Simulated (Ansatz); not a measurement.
# What (BeTe)2(CuCl)2 [001] superlattice, started as zinc blende distorts into

Wanted: the energy along a soft mode of (BeTe)2(CuCl)2 [001] superlattice, started as zinc blende and the structure at the end.

Main program and level: Ansatz 0.2.0; DFT LDA, scalar-relativistic, plane waves, PAW.

The structure was built from a prototype and need not be the compound's stable phase.

## (1) Set-up

Symmetry: Pmm2, No. 25, orthorhombic system. The conventional cell has a = 3.871 Å, b = 3.938 Å, c = 10.339 Å, α = 90.00°, β = 90.00°, γ = 90.00°. Be has 2 Cl at 2.25 Å and 2 Te at 2.34 Å nearest. Nearest to Be lie 4 Te at 2.35 to 2.45 Å. Cl has 4 Cu at 2.22 to 2.36 Å nearest. Nearest to Cl lie 2 Be at 2.25 Å and 2 Cu at 2.35 Å. Nearest to Cu lie 2 Cl at 2.36 Å and 2 Te at 2.44 Å. Cu has 4 Cl at 2.22 to 2.35 Å nearest. Farther neighbours and most contacts between anions are not listed.

Coordinates:

```cif
data_structure
_symmetry_space_group_name_H-M 'P 1'
_symmetry_Int_Tables_number 1
_cell_length_a 3.8713
_cell_length_b 3.9375
_cell_length_c 10.3386
_cell_angle_alpha 90.000
_cell_angle_beta 90.000
_cell_angle_gamma 90.000
_cell_volume 157.60
loop_
_atom_site_label
_atom_site_type_symbol
_atom_site_fract_x
_atom_site_fract_y
_atom_site_fract_z
_atom_site_occupancy
Be1 Be 0.00000 0.00000 0.98101 1
Be2 Be 0.50000 0.50000 0.24855 1
Cl3 Cl 0.50000 0.00000 0.64761 1
Cl4 Cl 0.00000 0.50000 0.87501 1
Cu5 Cu 0.00000 0.00000 0.51665 1
Cu6 Cu 0.50000 0.50000 0.74645 1
Te7 Te 0.50000 0.00000 0.10813 1
Te8 Te 0.00000 0.50000 0.37660 1
```

## (2) Modes at Γ

The cell comes from relaxations at this level that are not shown. The zone centre is the only wavevector solved here; it holds the modes that light can see, as far as symmetry allows. No field response is asked, since the mesh shows no gap.

input.yaml

```yaml
crystal:
  lattice:
    - [2.7374255201, 2.7374255201, 0.0]
    - [-2.7842679642, 2.7842679642, 0.0]
    - [0.0, 0.0, 10.3385535665]
  atoms:
    - { symbol: Be, position: [0.0, 0.0, -0.0189889701] }
    - { symbol: Be, position: [0.5, 0.5, 0.2485454693] }
    - { symbol: Cl, position: [0.5, 0.0, 0.6476051841] }
    - { symbol: Cl, position: [1.0, 0.5, 0.8750092023] }
    - { symbol: Cu, position: [0.0, 0.0, 0.5166493212] }
    - { symbol: Cu, position: [0.5, 0.5, 0.7464496367] }
    - { symbol: Te, position: [0.5, 0.0, 0.1081335024] }
    - { symbol: Te, position: [1.0, 0.5, 0.3765966541] }
kpoints:
  mp_grid: { grid: [12, 12, 4] }
hamiltonian:
  xc: lda
scf:
  occupations: { method: methfessel_paxton, width: 0.2 }
output:
  eigenvalues: true
phonons:
  method: dfpt
```

Started as:

```
ansatz run input.yaml --threads 4 --pin off --max-ram 14336MiB --backend cpu --events-out ev --progress --plain --runs-dir out
```

Numbers of over 12 decimals in the logs are rounded to 6 here.

Log:

```text
zone centre: on kpoints.mp_grid the ground state, and the responses unless they are solved on pairs of k-points, stand on 222 of the mesh's 576 k-points, reduced under 2 symmetry operations, with k and −k counted as one. Each operation leaves every solved displacement unchanged or reverses it
Engine: ansatz 0.2.0, aarch64-unknown-linux-gnu
Pseudopotentials: kind: paw
Pseudopotential: Be, paw, valence charge 2, recommended cutoff 420 eV (normal), Be.paw.azcp
Pseudopotential: Cl, paw, valence charge 7, recommended cutoff 420 eV (normal), Cl.paw.azcp
Pseudopotential: Cu, paw, valence charge 19, recommended cutoff 420 eV (normal), Cu.paw.azcp
Pseudopotential: Te, paw, valence charge 16, recommended cutoff 420 eV (normal), Te.paw.azcp
Functional definition: SPW92
  exchange = slater_x
  correlation = pw_c
Crystal: 8 atoms, lattice volume = 157.595 Å³
Basis set: ecut = 420 eV, 3115 PW (Γ), exchange–correlation on 54×54×144 points (8 copies of the dense FFT grid, shifted against one another)
Bands: 53, of which v1, the nominal top of the filled ones, is band 44 counted from 1 (43 counted from 0)
Symmetry: 4 space group operations
k-points: 222 of 576 (irreducible under 2 space group operations, time reversal used)
Non-local potential: Be, projectors of the file, l = 0: 2, l = 1: 2, l = 2: 1
Non-local potential: Cl, projectors of the file, l = 0: 2, l = 1: 2, l = 2: 2
Non-local potential: Cu, projectors of the file, l = 0: 3, l = 1: 2, l = 2: 3, l = 3: 1
Non-local potential: Te, projectors of the file, l = 0: 2, l = 1: 2, l = 2: 2, l = 3: 2
PAW form: soft (Blöchl's): semilocal exchange-correlation on the pseudo side does not see the compensation charge
PAW frozen core: Be, regenerated for the run's functional, and the local potential with it (the file was generated under x = pbe(κ = 0.804, μ = 0.219515), c = pbe(β = 0.066725))
PAW frozen core: Cl, regenerated for the run's functional, and the local potential with it (the file was generated under x = pbe(κ = 0.804, μ = 0.219515), c = pbe(β = 0.066725))
PAW frozen core: Cu, regenerated for the run's functional, and the local potential with it (the file was generated under x = pbe(κ = 0.804, μ = 0.219515), c = pbe(β = 0.066725))
PAW frozen core: Te, regenerated for the run's functional, and the local potential with it (the file was generated under x = pbe(κ = 0.804, μ = 0.219515), c = pbe(β = 0.066725))
PAW one-centre angular grid: Be, 110 points (default); XC on 64 Gauss nodes
PAW one-centre angular grid: Cl, 110 points (default); XC on 64 Gauss nodes
PAW one-centre angular grid: Cu, 590 points (default); XC on 64 Gauss nodes
PAW one-centre angular grid: Te, 590 points (default); XC on 64 Gauss nodes
Initial density: superposition of atomic densities (neutral atoms: chi_scale 0, normalization atom), corrected by the library's trained network
Initial wavefunctions: pseudopotential atomic-orbital guess
Functional: x = slater, c = lda
SCF iter   1: F=—  HF=-29032.979945 eV  |F-HF|=—  |Δ(HF+E_count)|=         —  Δρ=1.15e-2  dr2=2.73e-1  ethr=1.77e-3  ⟨swp⟩=9.2  Hψ=51354  notcnv=0
preconditioner: auto → Resta (q_TF=auto, 2.476 Å⁻¹)  ε∞=6.6  [insulator: Δε(μ)=0.330 eV  Ē_g=9.005 eV  σ=0.200 eV  W_gap=0.63  n_scr=48 (ndim 8)  ℏωp=21.3 eV  f_vac=0.027  D(μ)=-0.04/eV (n_scr^D=0)  ε∞_Penn≈6.6]
SCF iter   2: F=—  HF=-29032.944310 eV  |F-HF|=—  |Δ(HF+E_count)|=   3.56e-2  S|Δr|=    0.00e0  Δρ=7.25e-3  dr2=8.90e-2  ethr=3.10e-4  ⟨swp⟩=2.0  Hψ=23608  notcnv=0  defer=206
preconditioner: auto → Kerker (q_TF=auto, 2.476 Å⁻¹)  [metal: Δε(μ)=0.113 eV  Ē_g=9.077 eV  σ=0.200 eV  W_gap=0.43  n_scr=48 (ndim 8)  ℏωp=21.3 eV  f_vac=0.026  D(μ)=0.07/eV (n_scr^D=0)]
SCF iter   3: F=—  HF=-29032.930765 eV  |F-HF|=—  |Δ(HF+E_count)|=   1.35e-2  S|Δr|=    0.00e0  Δρ=4.49e-3  dr2=6.28e-2  ethr=1.01e-4  ⟨swp⟩=2.0  Hψ=21103  notcnv=0  defer=206
SCF iter   4: F=—  HF=-29032.920203 eV  |F-HF|=—  |Δ(HF+E_count)|=   1.06e-2  S|Δr|=    0.00e0  Δρ=1.88e-3  dr2=1.25e-2  ethr=7.13e-5  ⟨swp⟩=1.0  Hψ=13542  notcnv=0  defer=6
SCF iter   5: F=—  HF=-29032.918286 eV  |F-HF|=—  |Δ(HF+E_count)|=   1.92e-3  S|Δr|=    0.00e0  Δρ=8.95e-4  dr2=3.05e-3  ethr=1.42e-5  ⟨swp⟩=2.0  Hψ=14156  notcnv=0  defer=6
SCF iter   6: F=—  HF=-29032.917736 eV  |F-HF|=—  |Δ(HF+E_count)|=   5.51e-4  S|Δr|=    0.00e0  Δρ=3.52e-4  dr2=5.22e-4  ethr=3.46e-6  ⟨swp⟩=2.0  Hψ=13188  notcnv=0  defer=6
SCF iter   7: F=—  HF=-29032.917642 eV  |F-HF|=—  |Δ(HF+E_count)|=   9.35e-5  S|Δr|=    0.00e0  Δρ=2.09e-4  dr2=1.57e-4  ethr=5.93e-7  ⟨swp⟩=1.7  Hψ=11716  notcnv=0  defer=6
SCF iter   8: F=—  HF=-29032.917626 eV  |F-HF|=—  |Δ(HF+E_count)|=   1.65e-5  S|Δr|=    0.00e0  Δρ=1.36e-4  dr2=4.40e-5  ethr=1.79e-7  ⟨swp⟩=2.0  Hψ=14287  notcnv=0  defer=6
SCF iter   9: F=—  HF=-29032.917619 eV  |F-HF|=—  |Δ(HF+E_count)|=   6.59e-6  S|Δr|=    0.00e0  Δρ=3.94e-5  dr2=6.17e-6  ethr=5.00e-8  ⟨swp⟩=2.0  Hψ=14498  notcnv=0  defer=6
SCF iter  10: F=—  HF=-29032.917610 eV  |F-HF|=—  |Δ(HF+E_count)|=   8.83e-6  S|Δr|=    0.00e0  Δρ=2.79e-5  dr2=3.41e-6  ethr=7.01e-9  ⟨swp⟩=2.0  Hψ=18136  notcnv=0  defer=11
SCF iter  11: F=—  HF=-29032.917610 eV  |F-HF|=—  |Δ(HF+E_count)|=   4.16e-7  S|Δr|=    0.00e0  Δρ=2.35e-5  dr2=1.29e-6  ethr=3.87e-9  ⟨swp⟩=2.0  Hψ=14145  notcnv=0  defer=13
SCF iter  12: F=—  HF=-29032.917610 eV  |F-HF|=—  |Δ(HF+E_count)|=   2.09e-7  S|Δr|=    0.00e0  Δρ=6.85e-6  dr2=2.89e-7  ethr=1.47e-9  ⟨swp⟩=2.2  Hψ=15650  notcnv=0  defer=15
SCF iter  13: F=—  HF=-29032.917610 eV  |F-HF|=—  |Δ(HF+E_count)|=   2.70e-8  S|Δr|=    0.00e0  Δρ=7.96e-6  dr2=1.75e-7  ethr=3.29e-10  ⟨swp⟩=2.0  Hψ=20899  notcnv=0  defer=15
SCF iter  14: F=—  HF=-29032.917610 eV  |F-HF|=—  |Δ(HF+E_count)|=   1.29e-8  S|Δr|=    0.00e0  Δρ=8.16e-6  dr2=1.34e-7  ethr=1.99e-10  ⟨swp⟩=2.0  Hψ=19827  notcnv=0  defer=15
SCF iter  15: F=—  HF=-29032.917610 eV  |F-HF|=—  |Δ(HF+E_count)|=   2.41e-8  S|Δr|=    0.00e0  Δρ=2.30e-6  dr2=2.61e-8  ethr=1.53e-10  ⟨swp⟩=2.0  Hψ=14192  notcnv=0  defer=15
SCF iter  16: F=—  HF=-29032.917610 eV  |F-HF|=—  |Δ(HF+E_count)|=   3.88e-9  S|Δr|=    0.00e0  Δρ=7.91e-7  dr2=4.57e-9  ethr=2.97e-11  ⟨swp⟩=2.1  Hψ=14829  notcnv=0  defer=15
SCF iter  17: F=—  HF=-29032.917610 eV  |F-HF|=—  |Δ(HF+E_count)|=  7.35e-10  S|Δr|=    0.00e0  Δρ=3.03e-7  dr2=3.30e-10  ethr=5.20e-12  ⟨swp⟩=2.0  Hψ=15398  notcnv=0  defer=15
SCF iter  18: F=—  HF=-29032.917610 eV  |F-HF|=—  |Δ(HF+E_count)|=  4.37e-11  S|Δr|=    0.00e0  Δρ=1.83e-7  dr2=9.87e-11  ethr=1.00e-12  ⟨swp⟩=1.4  Hψ=13952  notcnv=0  defer=15
SCF iter  19: F=-29032.917610 eV  HF=-29032.917610 eV  |F-HF|=2.91e-11  |Δ(HF+E_count)|=  7.28e-12  S|Δr|=    0.00e0  Δρ=5.91e-8  dr2=6.94e-12  ethr=1.00e-12  ⟨swp⟩=12.1  Hψ=65142  notcnv=0
SCF 1 converged in 19 iterations: F = -29032.917610 eV  dr2 = 6.94e-12
  greatest PAW one-centre occupation: 1.000 electrons in one spin orbital (limit 2), on the Cu atom at site 5 (counted from 0), in its partial waves of l = 1
DFPT response loops at Γ: preconditioner auto → Kerker (q_TF=auto, 2.476 Å⁻¹) (partly filled bands, converged f_vac=0.022); β = 1.00, the filter's whole step (`scf.mixing.beta` (0.50) is not read by the response loops under this deck's `scf.mixing.preconditioner`; to damp them name `kerker` or `kerker_dos`, under which they read `scf.mixing.beta`, and type it under 1.00, their step now; both keys bind the ground state too); Broyden in place of MSR1
SCF converged after 19 iterations
Stability not checked: this state was not tested for a lower state beside it, because cold or Methfessel-Paxton smearing, or corrected tetrahedra, fill the levels in a way that the test cannot read (fill_not_monotonic; see scf.lower_state_search)
Free energy (F): -29032.917610 eV
Harris-Foulkes:  -29032.917610 eV  (|F-HF|=2.91e-11)
Internal energy: -29032.920585 eV  (E = F + TS)
E sigma→0 (E₀):  -29032.918353 eV
Entropy (-TS):   0.002975 eV (0.372 meV/atom)
Fermi energy:    9.206308 eV
Step filling:    the computed levels leave a gap of 0.0013 eV = 0.0 smearing widths at the electron count; against every level under it full and every level over it empty, smearing changes F+E_penalty+E_count by +1.090 meV and its σ→0 estimate by +0.346 meV
--- Per-component energies (eV) ---
  E_band       = -1528.098267
  E_kinetic    = 1330.674086
  E_local      = -16228.555783  (includes V_loc(G=0)·N_el)
  E_nonlocal   = 276.259140
  E_hartree    = 7763.343183
  E_xc         = -673.611579
  E_vxc        = -721.317440  (∫ρ·V_xc dr)
  E_paw        = -13590.979512  (= ΣΔE_a)
  E_vpaw       = -1711.845106  (= ΣTr[D̂ρ^β])
  E_aug_tail   = 0.000207  (compensation charges beyond the density's cutoff)
  E_ewald      = -7912.748528
  E_core_change = 2.698200  (= ΣΔE_core)
  E_smearing   = 0.002975  (= −TS)
  E_closure    = 0.000000  (closes the sum)
  Σ components = -29032.917610   (vs F -29032.917610, Δ=0.00e0)
--- Band table (eV; the first three rows and the last of 222) ---
  k-point 0: bands = [... 40 lower, 6.9235, 7.9883, 8.0048, 8.9642, 9.0786, 9.9417, 10.5253, 11.0911, ... 5 higher]
  k-point 1: bands = [... 40 lower, 7.0430, 7.8227, 7.9253, 8.9332, 9.2326, 10.1105, 10.5018, 11.0825, ... 5 higher]
  k-point 2: bands = [... 40 lower, 7.1942, 7.6765, 7.8466, 8.9022, 9.3216, 10.3947, 10.4473, 11.0339, ... 5 higher]
  k-point 221: bands = [... 40 lower, 6.6463, 6.9070, 6.9728, 7.0496, 10.7252, 10.9205, 11.5949, 12.0006, ... 5 higher]
--- Phonons (Γ-DFPT): 16 representative perturbations + reference, on 222 of 576 k-points (Σ response iterations 59) ---
  k mesh reduced under 2 symmetry operations, with k and −k counted as one. Each operation leaves every solved displacement unchanged or reverses it
  ASR residual: 6.021e-5 → 0.000e0 eV/Å²; symmetrization residual: 4.819e-6 eV/Å²
  ASR residual per site (eV/Å²): 4.65e-6 6.02e-6 3.22e-6 8.08e-6 6.02e-5 2.56e-5 4.02e-5 2.50e-5
  Γ frequencies (cm⁻¹): -184.96 0.00 0.00 0.00 19.91 45.36 51.05 58.96 80.63 90.88 111.00 119.59 141.73 175.37 181.35 195.59 219.98 228.34 297.07 384.78 463.67 518.18 527.19 535.18
  non-analytic LO–TO correction: not included (Born effective charges unavailable; polar crystals: no LO–TO splitting at Γ)
```

Elapsed: 20 min, on 4 threads of Arm Neoverse V1, shared host; peak memory 5.7 GiB.

This step gave:

- volume per atom: 19.70 Å³
- gap on the k-mesh: 0 eV
- sum-rule residual before enforcement: 6.02e-5 eV/Å²
- point group: mm2
- highest optical mode at the zone centre (no LO-TO term): 535.2 cm⁻¹
- lowest optical zone-centre mode: -185.0 cm⁻¹

Patterns of degenerate modes are one choice out of their space. Modes at Γ, with each element's share of the kinetic energy (negative means imaginary):

```
mode  frequency (cm⁻¹)  symmetry  Be %  Cl %  Cu %  Te %
   1            -185.0        B2    82    18     0     0
   2               0.0  acoustic     4    15    27    54
   3               0.0  acoustic     4    15    27    54
   4               0.0  acoustic     4    15    27    54
   5              19.9        B1     0    12    87     1
   6              45.4        B2     0    19    63    18
   7              51.0        B1     2     2    59    37
   8              59.0        B2     4    12    20    64
   9              80.6        B1     6     1     4    90
  10              90.9        A1     1     4    76    20
  11             111.0        A1     2     7    31    60
  12             119.6        B2    17    63     1    19
  13             141.7        B1     0    81    14     5
  14             175.4        A1     1    22    41    36
  15             181.3        A1     0    57    23    21
  16             195.6        B1     0    90     9     1
  17             220.0        B2     0     0    62    38
  18             228.3        A1     1    93     3     4
  19             297.1        B2     0    72    27     0
  20             384.8        B2    93     0     0     7
  21             463.7        A1    94     1     0     5
  22             518.2        B1    94     0     0     6
  23             527.2        A1    98     1     0     2
  24             535.2        B1    94     0     0     6
```

Displacements in mode 1 (-185.0 cm⁻¹), the largest set to 1:
```
Be1  1.00 -1.00  0.00
Be2  0.02 -0.02  0.00
Cl3 -0.04  0.04  0.00
Cl4 -0.23  0.23  0.00
Cu5  0.00  0.00  0.00
Cu6  0.00  0.00  0.00
Te7  0.00  0.00  0.00
Te8  0.00  0.00  0.00
```

Displacements in mode 20 (384.8 cm⁻¹), the largest set to 1:
```
Be1 -0.01  0.01  0.00
Be2 -1.00  1.00  0.00
Cl3  0.01 -0.01  0.00
Cl4 -0.03  0.03  0.00
Cu5 -0.01  0.01  0.00
Cu6  0.00  0.00  0.00
Te7  0.07 -0.07  0.00
Te8  0.01 -0.01  0.00
```

Before it was imposed, the acoustic sum rule was missed by 6.0e-5 eV/Å². Small misses are needed for a sound result but don't prove that mesh and cutoff are converged. The lowest optical mode is imaginary, 185.0i cm⁻¹, so the energy falls along it.

## (3) The mode frozen in, largest atomic shift 0 Å

The mode followed lies at Γ with frequency 185.0i cm⁻¹, the softest among the wavevectors solved. At small amplitude the distorted cell has space group no. 6 by a symmetry search on the positions. The undistorted cell that holds it gives the zero of energy on the same k mesh.

input.yaml

```yaml
crystal:
  lattice:
    - [2.7374255201, 2.7374255201, 0.0]
    - [-2.7842679642, 2.7842679642, 0.0]
    - [0.0, 0.0, 10.3385535665]
  atoms:
    - { symbol: Be, position: [0.0, 0.0, 0.9810110299] }
    - { symbol: Be, position: [0.5, 0.5, 0.2485454693] }
    - { symbol: Cl, position: [0.5, 0.0, 0.6476051841] }
    - { symbol: Cl, position: [0.0, 0.5, 0.8750092023] }
    - { symbol: Cu, position: [0.0, 0.0, 0.5166493212] }
    - { symbol: Cu, position: [0.5, 0.5, 0.7464496367] }
    - { symbol: Te, position: [0.5, 0.0, 0.1081335024] }
    - { symbol: Te, position: [0.0, 0.5, 0.3765966541] }
kpoints:
  mp_grid: { grid: [12, 12, 4] }
hamiltonian:
  xc: lda
scf:
  occupations: { method: methfessel_paxton, width: 0.2 }
output:
  forces: true
  stress: true
  eigenvalues: true
```

Log:

```text
[...]
Crystal: 8 atoms, lattice volume = 157.595 Å³
Basis set: ecut = 420 eV, 3115 PW (Γ)
Bands: 53, of which v1, the nominal top of the filled ones, is band 44 counted from 1 (43 counted from 0)
Symmetry: 4 space group operations
[...]
k-points: 147 of 576 (time reversal used)
[...]
k-point 0: bands = [... 40 lower, 6.9236, 7.9883, 8.0048, 8.9642, 9.0787, 9.9417, 10.5253, 11.0911, ... 5 higher]
  k-point 1: bands = [... 40 lower, 7.0430, 7.8227, 7.9253, 8.9332, 9.2326, 10.1106, 10.5017, 11.0825, ... 5 higher]
  k-point 2: bands = [... 40 lower, 7.1942, 7.6765, 7.8466, 8.9022, 9.3216, 10.3948, 10.4472, 11.0338, ... 5 higher]
  k-point 146: bands = [... 40 lower, 6.6463, 6.9070, 6.9728, 7.0496, 10.7251, 10.9205, 11.5949, 12.0006, ... 5 higher]
[key lines of the parts left out:]
SCF converged after 15 iterations
Free energy (F): -29032.917606 eV
Fermi energy:    9.206317 eV
P = ⅓ Tr σ = -0.0002 GPa (-0.002 kbar)
```

Wall time 56 s (4 threads); peak memory 1 GiB; 3.7 min of CPU time.

Numbers from this step:

- pressure: -1.93e-4 GPa
- energy from the undistorted cell: 0 meV/atom

The run ends at a pressure of 0.00 GPa, with forces up to 3.8e-4 eV/Å.

## (4) The mode frozen in, largest atomic shift 0.22 Å

The atoms are moved along the unstable eigenvector, the largest shift by 0.22 Å, with the cell fixed.

input.yaml, the sections that differ from step 3:

```yaml
crystal:
  lattice:
    - [2.7374255201, 2.7374255201, 0.0]
    - [-2.7842679642, 2.7842679642, 0.0]
    - [0.0, 0.0, 10.3385535665]
  atoms:
    - { symbol: Be, position: [0.0, -0.0558723132, 0.9810110299] }
    - { symbol: Be, position: [0.5, 0.4988966734, 0.2485454693] }
    - { symbol: Cl, position: [0.5, 0.0022562433, 0.6476051841] }
    - { symbol: Cl, position: [0.0, 0.5128823013, 0.8750092023] }
    - { symbol: Cu, position: [0.0, -0.0001833495, 0.5166493212] }
    - { symbol: Cu, position: [0.5, 0.5002623635, 0.7464496367] }
    - { symbol: Te, position: [0.5, -0.0002693393, 0.1081335024] }
    - { symbol: Te, position: [0.0, 0.5000482772, 0.3765966541] }
# kpoints, hamiltonian, scf, output: as in step 3
```

Log:

```text
[...]
Crystal: 8 atoms, lattice volume = 157.595 Å³
Basis set: ecut = 420 eV, 3115 PW (Γ)
Bands: 53, of which v1, the nominal top of the filled ones, is band 44 counted from 1 (43 counted from 0)
Symmetry: 2 space group operations
[...]
k-points: 182 of 576 (time reversal used)
[...]
k-point 0: bands = [... 40 lower, 6.9077, 7.9787, 7.9918, 8.8905, 9.2395, 9.8879, 10.5085, 11.0787, ... 5 higher]
  k-point 1: bands = [... 40 lower, 7.0383, 7.8075, 7.9255, 8.8821, 9.3625, 10.0557, 10.4848, 11.0716, ... 5 higher]
  k-point 2: bands = [... 40 lower, 7.1958, 7.6663, 7.8419, 8.8655, 9.4280, 10.3293, 10.4394, 11.0348, ... 5 higher]
  k-point 181: bands = [... 40 lower, 6.6361, 6.8907, 6.9569, 7.0366, 10.6712, 10.9160, 11.5616, 11.9678, ... 5 higher]
[key lines of the parts left out:]
SCF converged after 10 iterations
Free energy (F): -29032.932445 eV
Fermi energy:    9.233806 eV
P = ⅓ Tr σ = 0.3434 GPa (3.434 kbar)
```

The job ended after 55 s (4 threads; peak memory 1.2 GiB; 3.6 min of CPU time).

This step gave:

* pressure: 0.3434 GPa
* gap on the k-mesh: 0.1105 eV
* energy from the undistorted cell: -1.89 meV/atom

The energy, extrapolated to zero smearing, is -1.89 meV/atom against the undistorted cell.

The run ends at a pressure of 0.34 GPa, with forces up to 0.34 eV/Å.

## (5) Energy along the mode, all amplitudes (two of the runs are shown above)

An imaginary frequency means negative curvature, so the energy should fall and then rise again as anharmonic terms take over.

Numbers from this step:

| Item | Value |
| --- | --- |
| depth at the lowest point sampled | 1.89 meV/atom |
| largest atomic shift at that point | 0.22 Å |

Energy from the parent against largest atomic shift:

```
largest atomic shift (Å)  energy from the parent (meV/atom)
                   0.000                                  0
                   0.040                             -0.137
                   0.080                             -0.518
                   0.140                              -1.33
                   0.220                              -1.89
                   0.320                               1.36
                   0.450                               21.6
```

Displacement at unit largest shift by atom:

```
atom   x (Å)   y (Å)  z (Å)   size
 Be1   0.707  -0.707  0.000  1.000
 Be2   0.014  -0.014  0.000  0.020
 Cl3  -0.029   0.029  0.000  0.041
 Cl4  -0.163   0.163  0.000  0.231
 Cu5   0.002  -0.002  0.000  0.003
 Cu6  -0.003   0.003  0.000  0.004
 Te7   0.003  -0.003  0.000  0.004
 Te8  -0.001   0.001  0.000  0.001
```

The lowest of the steps tried is at 0.22 Å, 1.89 meV/atom below the parent; the bottom of the well need not coincide with a step.

[end of part 1 of 3]

[Logs are printed without paths, hosts, clocks, repeated set-up lines and the standing remarks that a program may print on its own settings, such as how far it seeks lower states.]

[Hosts, paths, dates, database ids (printed as entryN), source tags and the programs' standing remarks are cut or masked in the printed files.]
